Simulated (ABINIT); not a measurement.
HgTe (Coloradoite), 2 atoms in the cell. It takes space group F-43m (No. 216, cubic). Conventional cell: a = 6.429 Å, b = 6.429 Å, c = 6.429 Å, α = 90.00°, β = 90.00°, γ = 90.00°. Hg (site symmetry -43m) has 4 Te at 2.78 Å as nearest neighbours. Te (site symmetry -43m) has 4 Hg at 2.78 Å as nearest neighbours. 

- Program: ABINIT 10.8.3 (patched build)
- Task: band structure
- Functional: TB-mBJ
- Potentials or basis: HGH LDA
- Cutoff: 517 eV
- k mesh: 7 × 7 × 7
- Occupations: fermi-dirac, width 0.05 eV
- Spin: no spin polarisation

Potentials or basis: HGH LDA.

Run with:

```console
$ abinit run.abi > log 2>&1
```

Hardware: 1 thread of Arm Neoverse V1, with other jobs on the host.

Problem. Estimate the wall time of this run.

Solution. Wall time 3.7 min on 1 thread of Arm Neoverse V1 (shared host), peak memory 0.11 GiB. Counts: scf iterations 42, k points 20, bands 8, plane waves 1796.
